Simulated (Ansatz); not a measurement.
# WS2 (Tungstenite) (P6_3/mmc) in Ansatz: further runs

One crystal, WS2 (Tungstenite), is run at these levels: PBE+U; tasks: band structure.

Program: Ansatz 0.2.0. These are calculated values, not measurements. Logs are shortened: lines on timing, memory, paths and dates and some standing lists are left out, and cuts for length are marked.

## Step 1: The structure

It takes space group P6_3/mmc (No. 194, hexagonal). Conventional cell: a = 3.180 Å, b = 3.180 Å, c = 12.500 Å, α = 90.00°, β = 90.00°, γ = 120.00°. W (site symmetry -6m2) has 6 S at 2.41 Å as nearest neighbours. S (site symmetry 3m) has 3 W at 2.41 Å as nearest neighbours.

## Step 2: Band structure, PBE+U

input.yaml reads:

```yaml
crystal:
  lattice:
    - [3.18, 0.0, 0.0]
    - [-1.59, 2.753960784, 0.0]
    - [0.0, 0.0, 12.5]
  atoms:
    - { symbol: W, position: [0.6666666667, 0.3333333333, 0.75] }
    - { symbol: W, position: [0.3333333333, 0.6666666667, 0.25] }
    - { symbol: S, position: [0.6666666667, 0.3333333333, 0.375] }
    - { symbol: S, position: [0.3333333333, 0.6666666667, 0.875] }
    - { symbol: S, position: [0.6666666667, 0.3333333333, 0.125] }
    - { symbol: S, position: [0.3333333333, 0.6666666667, 0.625] }
hamiltonian:
  xc: pbe
  pseudopotentials: { kind: paw }
  hubbard: { sites: [{ species: W, l: d, u_eff: 3.0 }] }
kpoints:
  mp_grid: { grid: [10, 10, 3] }
  band_path:
    path:
      - [[0.0, 0.0, 0.0], [0.5, 0.0, 0.0], [0.3333333333, 0.3333333333, 0.0], [0.0, 0.0, 0.0], [0.0, 0.0, 0.5], [0.5, 0.0, 0.5], [0.3333333333, 0.3333333333, 0.5], [0.0, 0.0, 0.5]]
      - [[0.5, 0.0, 0.5], [0.5, 0.0, 0.0]]
      - [[0.3333333333, 0.3333333333, 0.0], [0.3333333333, 0.3333333333, 0.5]]
    npoints: 14
scf:
  occupations: { method: fermi_dirac, width: 0.05 }
  n_extra_bands: 15
output:
  forces: true
  stress: true
  eigenvalues: true
  fatbands: false
```

Potentials or basis: Ansatz PAW.

On the command line:

```console
> ansatz run input.yaml --threads 2 --pin off --max-ram 5632MiB --backend cpu --events-out ev --progress --plain --runs-dir out
```

Standard output:

```text
Warning: RAYON_NUM_THREADS=2 ignored (pool sized by the plan → 2); use --threads N
W: projections on atomic orbitals take those of the free atom [Kr 4d10 4f14] 5s2 5p6 5d4 6s2, of charge +0.00 (hamiltonian.pseudopotentials.projection_atoms); the dataset's partial waves leave at most 6.5e-5 of an orbital's norm unspanned inside its sphere
S: projections on atomic orbitals take those of the free atom [Ne] 3s2 3p4, of charge +0.00 (hamiltonian.pseudopotentials.projection_atoms); the dataset's partial waves leave at most 1.6e-7 of an orbital's norm unspanned inside its sphere
scf.n_extra_bands = 15 over 26 filled bands (N_el = 52.0): the run solves 41 bands
Engine: ansatz 0.2.0, aarch64-unknown-linux-gnu
Pseudopotentials: kind: paw
Pseudopotential: W, paw, valence charge 14, recommended cutoff 420 eV (normal), W.paw.azcp
Pseudopotential: S, paw, valence charge 6, recommended cutoff 420 eV (normal), S.paw.azcp
Functional definition: PBE
  parameter kappa = 0.804
  parameter beta = 0.06672455060314922
  exchange = pbe_x(kappa = kappa, mu = beta*pi^2/3)
  correlation = pbe_c(beta = beta)
Crystal: 6 atoms, lattice volume = 109.470 Å³
Basis set: ecut = 420 eV, 2129 PW (Γ), exchange–correlation on 48×48×180 points (8 copies of the dense FFT grid, shifted against one another)
Bands: 41, of which v1, the nominal top of the filled ones, is band 26 counted from 1 (25 counted from 0)
Symmetry: 24 space group operations
Space group: P63/mmc (ITA 194), of the structure as read, at distance tolerance 4.8e-5 Å
k-points: 28 of 300
Non-local potential: W, projectors of the file, l = 0: 3, l = 1: 2, l = 2: 2, l = 3: 1
Non-local potential: S, projectors of the file, l = 0: 2, l = 1: 2, l = 2: 2
PAW form: soft (Blöchl's): semilocal exchange-correlation on the pseudo side does not see the compensation charge
PAW one-centre angular grid: W, 590 points (default); XC on 64 Gauss nodes
PAW one-centre angular grid: S, 110 points (default); XC on 64 Gauss nodes
Initial density: superposition of atomic densities (chi_scale 0.1, normalization cell, long waves of neutral atoms under a Hubbard term (reshape's long-wave potential 0.03 eV rms, cloud 2.67 Å wide))
Initial wavefunctions: pseudopotential atomic-orbital guess
Functional: x = pbe(κ = 0.804, μ = 0.2195149727645171), c = pbe(β = 0.06672455060314922)
SCF iter   1: F=—  HF=-24375.804125 eV  |F-HF|=—  |Δ(HF+E_count)|=         —  Δρ=4.35e-2  dr2=2.48e0  ethr=3.10e-3  ⟨swp⟩=6.5  Hψ=5624  notcnv=0  defer=8
preconditioner: auto → Resta (q_TF=auto, 2.410 Å⁻¹)  ε∞=4.6  [insulator: Δε(μ)=1.086 eV  Ē_g=11.274 eV  σ=0.050 eV  W_gap=1.00  n_scr=26 (ndim 8)  ℏωp=21.3 eV  f_vac=0.005  D(μ)=0.00/eV (n_scr^D=0)  ε∞_Penn≈4.6]
SCF iter   2: F=—  HF=-24375.422451 eV  |F-HF|=—  |Δ(HF+E_count)|=   3.82e-1  Δρ=2.17e-2  dr2=8.26e-1  ethr=3.10e-3  ⟨swp⟩=2.4  Hψ=1919  notcnv=0  defer=196
SCF iter   3: F=—  HF=-24375.389049 eV  |F-HF|=—  |Δ(HF+E_count)|=   3.34e-2  Δρ=9.98e-3  dr2=2.06e-1  ethr=1.59e-3  ⟨swp⟩=2.9  Hψ=1651  notcnv=0  defer=196
SCF iter   4: F=—  HF=-24375.357716 eV  |F-HF|=—  |Δ(HF+E_count)|=   3.13e-2  Δρ=2.71e-3  dr2=8.42e-3  ethr=3.96e-4  ⟨swp⟩=2.2  Hψ=1611  notcnv=0  defer=196
SCF iter   5: F=—  HF=-24375.360048 eV  |F-HF|=—  |Δ(HF+E_count)|=   2.33e-3  Δρ=5.58e-4  dr2=5.15e-4  ethr=1.62e-5  ⟨swp⟩=2.1  Hψ=1417  notcnv=0  defer=196
SCF iter   6: F=—  HF=-24375.360617 eV  |F-HF|=—  |Δ(HF+E_count)|=   5.69e-4  Δρ=1.28e-4  dr2=2.17e-5  ethr=9.90e-7  ⟨swp⟩=2.0  Hψ=1456  notcnv=0  defer=196
SCF iter   7: F=—  HF=-24375.360635 eV  |F-HF|=—  |Δ(HF+E_count)|=   1.78e-5  Δρ=4.20e-5  dr2=4.09e-6  ethr=4.17e-8  ⟨swp⟩=2.0  Hψ=1409  notcnv=0  defer=196
SCF iter   8: F=-24375.360639 eV  HF=-24375.360639 eV  |F-HF|=1.71e-7  |Δ(HF+E_count)|=   4.08e-6  Δρ=7.33e-6  dr2=8.20e-8  ethr=1.92e-10  ⟨swp⟩=11.6  Hψ=7004  notcnv=0
SCF 1 converged in 8 iterations: F = -24375.360639 eV  dr2 = 8.20e-8
NSCF: frozen V_eff on 129 k-points
SCF converged after 8 iterations
Free energy (F): -24375.360639 eV
Harris-Foulkes:  -24375.360639 eV  (|F-HF|=1.71e-7)
Internal energy: -24375.360639 eV  (E = F + TS)
E sigma→0 (E₀):  -24375.360639 eV
Entropy (-TS):   -0.000000 eV (-0.000 meV/atom)
Fermi energy:    11.672728 eV
--- Per-component energies (eV) ---
  E_band       = -396.488884
  E_kinetic    = 1332.628391
  E_local      = -3639.899614  (includes V_loc(G=0)·N_el)
  E_nonlocal   = 114.711211
  E_hartree    = 1448.190464
  E_xc         = -924.429656
  E_vxc        = -830.229146  (∫ρ·V_xc dr)
  E_hubbard    = 7.426080  (on-site DFT+U / exact-exchange correction)
  E_vhub       = 0.060266  (the Hubbard potential's part of the band-sum identity)
  E_paw        = -19526.224280  (= ΣΔE_a)
  E_vpaw       = -270.131907  (= ΣTr[D̂ρ^β])
  E_aug_tail   = -0.000119  (compensation charges beyond the density's cutoff)
  E_ewald      = -3187.763116
  E_smearing   = -0.000000  (= −TS)
  E_closure    = -0.000000  (closes the sum)
  Σ components = -24375.360639   (vs F -24375.360639, Δ=0.00e0)
--- Forces (eV/Å), atoms counted from 1 ---
  atom   1  W      0.00000000    -0.00000000     0.00000000
  atom   2  W      0.00000000     0.00000000    -0.00000000
  atom   3  S     -0.00000000    -0.00000000     0.14461675
  atom   4  S     -0.00000000     0.00000000     0.14461675
  atom   5  S     -0.00000000    -0.00000000    -0.14461675
  atom   6  S     -0.00000000     0.00000000    -0.14461675
  max |Σ_I F_I| component: 1.16e-17 eV/Å
--- Stress (GPa, compression-positive) ---
        1.919718       0.000000      -0.000000
       -0.000000       1.919718      -0.000000
       -0.000000      -0.000000       3.622841
  P = ⅓ Tr σ = 2.4874 GPa (24.874 kbar)
--- Band table (eV; the first three rows and the last of 28) ---
  k-point 0: bands = ["-63.3448", "-63.3447", "-27.6103", "-27.6102", "-27.4789", "-27.4789", "-27.4788", "-27.4788", "-4.2652", "-4.0818", "-2.6876", "-2.3334", "3.7280", "4.6156", "7.6159", "7.7008", "7.7008", "7.7119", "7.7119", "9.0412", "9.0412", "9.0851", "9.0851", "9.7038", "10.0294", "11.1336", "13.5897", "13.5897", "13.5957", "13.5957", "13.5969", "13.5969", "13.7481", "13.7481", "15.8500", "16.0883", "19.0244", "19.4566", "19.5007", "20.8606", "20.8834"]
  k-point 1: bands = ["-63.3448", "-63.3448", "-27.6103", "-27.6103", "-27.4789", "-27.4789", "-27.4789", "-27.4789", "-4.2250", "-4.1342", "-2.5945", "-2.4185", "3.9160", "4.3493", "7.7035", "7.7035", "7.7091", "7.7091", "8.0344", "8.9213", "9.0522", "9.0522", "9.0741", "9.0741", "10.6024", "11.0076", "13.5784", "13.5784", "13.5841", "13.5841", "13.6501", "13.6501", "13.7170", "13.7170", "15.9142", "16.0333", "19.1247", "19.3400", "19.7435", "20.3816", "20.9687"]
  k-point 2: bands = ["-63.3431", "-63.3430", "-27.6043", "-27.6042", "-27.5119", "-27.5119", "-27.4865", "-27.4865", "-4.1005", "-3.9174", "-2.6158", "-2.2773", "3.9270", "4.8131", "7.2832", "7.3055", "7.3619", "7.8596", "7.8777", "8.4436", "8.7862", "8.8358", "9.0835", "9.8936", "10.0272", "10.8343", "13.2762", "13.4391", "13.4679", "13.5059", "13.5598", "13.6147", "13.8691", "13.9193", "16.5861", "16.8115", "19.5089", "19.6353", "20.0847", "20.4712", "20.7949"]
  k-point 27: bands = ["-63.3255", "-63.3255", "-27.7456", "-27.7456", "-27.6740", "-27.6740", "-27.5409", "-27.5409", "-1.7933", "-1.7736", "-1.6049", "-1.5852", "4.9462", "4.9944", "5.0475", "5.0600", "6.2909", "6.2940", "6.6148", "6.7078", "7.3270", "7.4590", "8.3275", "8.4491", "10.3671", "10.4444", "12.4536", "12.4670", "13.7880", "14.2013", "14.4802", "14.5471", "15.9862", "16.1766", "17.3476", "17.3833", "17.8346", "18.4788", "19.8214", "19.9849", "21.4723"]
Occupation matrices written to <dir>
```

Run time: 14 s. Hardware: 2 threads of Arm Neoverse V1, shared host; peak memory 0.71 GiB.

Results:

```
Free energy             : -24375.3606 eV
Pressure                : 2.5 GPa
Largest force           : 0.145 eV/Å
Band gap on the k mesh  : 1.20 eV, indirect (least direct gap 1.96 eV)
Band gap along the path : 1.11 eV, indirect (least direct gap 1.59 eV)
```

Forces on the atoms (eV/Å):
```
W    0.000  0.000  0.000
W    0.000  0.000  0.000
S    0.000  0.000  0.145
S    0.000  0.000  0.145
S    0.000  0.000 -0.145
S    0.000  0.000 -0.145
```

Levels at the corners of the path, in eV from the valence-band top:
```csv
point,band 24,band 25,band 26,band 27,band 28,band 29
Γ,-1.43,-1.10,0.00,2.46,2.46,2.46
M,-1.72,-1.60,-1.46,2.28,2.32,2.56
K,-2.73,-0.64,-0.47,1.11,1.11,2.39
Γ,-1.43,-1.10,0.00,2.46,2.46,2.46
A,-2.07,-0.29,-0.29,2.45,2.45,2.45
L,-1.80,-1.52,-1.52,2.30,2.30,2.68
H,-2.86,-0.57,-0.57,1.11,1.11,2.86
A,-2.07,-0.29,-0.29,2.45,2.45,2.45
L,-1.80,-1.52,-1.52,2.30,2.30,2.68
M,-1.72,-1.60,-1.46,2.28,2.32,2.56
K,-2.73,-0.64,-0.47,1.11,1.11,2.39
H,-2.86,-0.57,-0.57,1.11,1.11,2.86
```

Eigenvalues of the final occupation matrices:
```tsv
site	spin	trace	eigenvalues
site 1	1	2.47	0.44 0.44 0.51 0.51 0.57
site 2	1	2.47	0.44 0.44 0.51 0.51 0.57
```

Caveat: the k mesh misses the band edges, so the gap on the mesh is wider than the one along the path; spin-orbit coupling is left out, which moves the levels of the heavy elements; this functional lacks dispersion, which binds the layers, so the pressure and a relaxed spacing across them are unreliable.

## Step 3: Band structure, PBE+U

input.yaml: that of step 2 with these lines changed.

```diff
@@ -15,3 +15,3 @@
   pseudopotentials: { kind: paw }
-  hubbard: { sites: [{ species: W, l: d, u_eff: 3.0 }] }
+  hubbard: { sites: [{ species: W, l: d, u_eff: 4.0 }] }
 kpoints:
@@ -31,2 +31,2 @@
   eigenvalues: true
-  fatbands: false
+  fatbands: true
```

Potentials or basis: Ansatz PAW.

On the command line:

```console
> ansatz run input.yaml --threads 2 --pin off --max-ram 5632MiB --backend cpu --events-out ev --progress --plain --runs-dir out
```

It took 19 s on 2 threads of Arm Neoverse V1, shared host; peak memory 0.71 GiB.

Results (log left out):

* Free energy: -24372.8874 eV
* Pressure: 2.6 GPa
* Largest force: 0.151 eV/Å
* Band gap on the k mesh: 1.24 eV, indirect (least direct gap 1.90 eV)
* Band gap along the path: 1.08 eV, indirect (least direct gap 1.50 eV)

Forces in eV/Å, atoms in the order of the input:
```
W    0.000  0.000  0.000
W    0.000  0.000  0.000
S    0.000  0.000  0.151
S    0.000  0.000  0.151
S    0.000  0.000 -0.151
S    0.000  0.000 -0.151
```

Stress tensor (GPa, compression positive):
```
2.06 0.00 0.00
0.00 2.06 0.00
0.00 0.00 3.67
```

Levels at the corners of the path, in eV from the valence-band top:
```
point  band 22  band 23  band 24  band 25  band 26  band 27  band 28  band 29  band 30  band 31
    Γ    -1.95    -1.95    -1.36    -1.11     0.00     2.52     2.52     2.55     2.55     2.56
    M    -2.47    -1.81    -1.65    -1.57    -1.44     2.33     2.37     2.56     2.78     3.43
    K    -3.82    -2.65    -2.65    -0.59    -0.42     1.08     1.08     2.49     3.48     3.48
    Γ    -1.95    -1.95    -1.36    -1.11     0.00     2.52     2.52     2.55     2.55     2.56
    A    -1.97    -1.97    -1.97    -0.28    -0.28     2.54     2.54     2.54     2.54     2.62
    L    -2.56    -1.73    -1.73    -1.49    -1.49     2.35     2.35     2.68     2.68     3.69
    H    -3.57    -2.78    -2.78    -0.51    -0.51     1.08     1.08     2.95     2.95     3.54
    A    -1.97    -1.97    -1.97    -0.28    -0.28     2.54     2.54     2.54     2.54     2.62
    L    -2.56    -1.73    -1.73    -1.49    -1.49     2.35     2.35     2.68     2.68     3.69
    M    -2.47    -1.81    -1.65    -1.57    -1.44     2.33     2.37     2.56     2.78     3.43
    K    -3.82    -2.65    -2.65    -0.59    -0.42     1.08     1.08     2.49     3.48     3.48
    H    -3.57    -2.78    -2.78    -0.51    -0.51     1.08     1.08     2.95     2.95     3.54
```

Eigenvalues of the final occupation matrices:
```csv
site,spin,trace,eigenvalues
site 1,1,2.46,0.44 0.44 0.50 0.50 0.58
site 2,1,2.46,0.44 0.44 0.50 0.50 0.58
```

Caveat: the k mesh misses the band edges, so the gap on the mesh is wider than the one along the path; spin-orbit coupling is left out, which moves the levels of the heavy elements; this functional lacks dispersion, which binds the layers, so the pressure and a relaxed spacing across them are unreliable.
